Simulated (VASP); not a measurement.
A run of VASP 6.6.1 is set up as follows.

File INCAR:

```
ALGO = Normal
EDIFF = 1E-7
ENCUT = 520
GGA = PE
ISIF = 2
ISMEAR = 0
LASPH = T
LCHARG = F
LREAL = F
LWAVE = F
NBANDS = 17
NELM = 80
PREC = Accurate
SIGMA = 0.028999999999999998
```

KPOINTS

```
k-points
0
Gamma
  8 8 8
```

File POSCAR:

```
PbSe
1.0
    0.0000000000      3.0606500000      3.0606500000
    3.0606500000      0.0000000000      3.0606500000
    3.0606500000      3.0606500000      0.0000000000
Pb Se
1 1
Direct
    0.0000000000      0.0000000000      0.0000000000
    0.5000000000      0.5000000000      0.5000000000
```

Potentials or basis: VASP PAW PBE potentials, release 64 (Pb_d, Se).

Command:

```console
$ cat potpaw_PBE.64/Pb_d/POTCAR potpaw_PBE.64/Se/POTCAR > POTCAR
$ mpirun -np 1 vasp_std > vasp.out
```

Estimate the band gap on the k mesh.

0.29 eV, direct.

Estimate the pressure.

2.4 GPa.

Caveat: spin-orbit coupling is left out, which as a rule narrows the gap of such compounds by several tenths of an eV.

**The experiment to reproduce.**

A printed reference work, monograph reports, for a bulk crystal of PbSe at 4.2 K: band gap 0.15 eV (direct).

Against the measured gap of PbSe, 0.15 eV (direct; 4.2 K; a printed reference work, monograph), the calculated 0.29 eV is off by +0.14 eV. 2 values of this kind are on record (0.15 to 0.28 eV); this one was drawn at random. Spin-orbit coupling on Pb, Se is left out. The value is that of PBE on a finite k mesh, which can miss the band edges, without temperature or zero-point motion.
